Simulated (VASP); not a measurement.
WC, 2 atoms in the cell. The structure is hexagonal, space group P-6m2 (No. 187). Conventional cell: a = 2.912 Å, b = 2.912 Å, c = 2.838 Å, α = 90.00°, β = 90.00°, γ = 120.00°. Around W (site symmetry -6m2) lie 6 C at 2.20 Å. Around C (site symmetry -6m2) lie 6 W at 2.20 Å. The cell was built by a generator and needn't be a form met in nature.

| Quantity | Value |
| --- | --- |
| Program | VASP 6.6.1 |
| Task | electrostatic potential |
| Functional | r2SCAN |
| Dispersion | rVV10 |
| Potentials or basis | VASP PAW PBE potentials, release 64 (W_sv, C) |
| Cutoff | 520 eV |
| k mesh | 16 × 16 × 14 |
| Occupations | methfessel-paxton, width 0.1 eV |
| Spin | no spin polarisation |
| Further INCAR settings | ALGO = Normal; EDIFF = 1e-06 |

Potentials or basis: VASP PAW PBE potentials, release 64 (W_sv, C).

Run with:

```console
$ cat potpaw_PBE.64/W_sv/POTCAR potpaw_PBE.64/C/POTCAR > POTCAR
$ mpirun -np 1 vasp_std > vasp.out
```

Hardware: 1 thread of Intel(R) Xeon(R) Platinum 8488C (Sapphire Rapids), on a shared host.

Problem. How long does it take, and how much memory?

Solution. Run time: 2.2 min on 1 thread of Intel(R) Xeon(R) Platinum 8488C (Sapphire Rapids), on a shared host, peak memory 0.27 GiB. Counts: scf iterations 16, k points 240.
